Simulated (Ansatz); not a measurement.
An input for the plane-wave PAW code Ansatz:

```yaml
crystal:
  lattice:
    - [-1.3948927939, 1.3948927939, 1.3948927939]
    - [1.3948927939, -1.3948927939, 1.3948927939]
    - [1.3948927939, 1.3948927939, -1.3948927939]
  atoms:
    - { symbol: Mn, position: [0.0, 0.0, 0.0] }
basis:
  ecutwfc: 500
  ecutrho_ratio: 4
kpoints:
  mp_grid: { grid: [20, 20, 20] }
hamiltonian:
  xc: r2scan
scf:
  occupations: { method: gaussian, width: 0.05 }
output:
  forces: true
  stress: true
  eigenvalues: true
```

At room temperature and ambient pressure Mn takes another structure.

Before reading the output: what should come out?

Pressure -9.7 GPa, gap on the mesh zero (metallic) (r²SCAN, scalar-relativistic).

The output:

```
Pseudopotentials: kind: paw
Pseudopotential: Mn, paw, valence charge 15, recommended cutoff 500 eV (meta_gga), Mn.paw.azcp
Crystal: 1 atoms, lattice volume = 10.856 Å³
Basis set: ecut = 500 eV, 249 PW (Γ), exchange–correlation on 72×72×72 points (64 copies of the dense FFT grid, shifted against one another)
Bands: 12, of which v1, the nominal top of the filled ones, is band 8 counted from 1 (7 counted from 0)
Symmetry: 48 space group operations
Space group: Im-3m (ITA 229), of the structure as read, at distance tolerance 2.2e-5 Å
k-points: 256 of 8000
Initial density: superposition of atomic densities (neutral atoms: chi_scale 0, normalization atom), corrected by the library's trained network
Initial wavefunctions: pseudopotential atomic-orbital guess
Functional: x = r2scan, c = r2scan; τ floored in thin density (d = 2e-4 eV/Å³)
```

SCF trace (energy estimate counted from the last row):
| iteration | ΔE (eV) | density residual (eV) |
| --- | --- | --- |
| 1 | 0.035 | 3.13e-2 |
| 2 | -4.5e-03 | 2.14e-2 |
| 3 | 7.1e-04 | 5.21e-4 |
| 4 | -1.3e-05 | 2.30e-4 |
| 5 | -6.0e-06 | 2.35e-5 |
| 6 | 1.0e-06 | 1.49e-8 |
| 7 | 0.000 | 1.22e-9 |

```
SCF 1 converged in 7 iterations: F = -3903.411662 eV  dr2 = 1.22e-9
SCF converged after 7 iterations
Free energy (F): -3903.411662 eV
E sigma→0 (E₀):  -3903.410545 eV
Entropy (-TS):   -0.002233 eV (-2.233 meV/atom)
Fermi energy:    20.364288 eV
--- Per-component energies (eV) ---
  E_band       = -181.132667
  E_kinetic    = 307.649601
  E_local      = -1569.366677  (includes V_loc(G=0)·N_el)
  E_nonlocal   = 236.963247
  E_hartree    = 651.897010
  E_xc         = -111.737021
  E_vxc        = -164.707063  (∫ρ·V_xc dr)
  E_paw        = -1305.318870  (= ΣΔE_a)
  E_vpaw       = -306.774037  (= ΣTr[D̂ρ^β])
  E_aug_tail   = -0.000004  (compensation charges beyond the density's cutoff)
  E_vtau       = 11.306531  (kinetic-family band-sum trace: ∫τ·v_τ [+ j·A + Jᵃ·Aᵃ] dr)
  E_ewald      = -2113.213671
  E_core_change = -0.283043  (= ΣΔE_core)
  E_smearing   = -0.002233  (= −TS)
--- Forces (eV/Å), atoms counted from 1 ---
  atom   1  Mn     0.00000000     0.00000000     0.00000000
--- Stress (GPa, compression-positive) ---
       -9.730636       0.000000       0.000000
        0.000000      -9.730636       0.000000
        0.000000       0.000000      -9.730636
  P = ⅓ Tr σ = -9.7306 GPa (-97.306 kbar)
```

Total energies depend on the potentials used, so only differences within one code and one set of settings carry meaning.

Spin polarisation wasn't allowed in this run, so with an open shell this may not be the ground state.
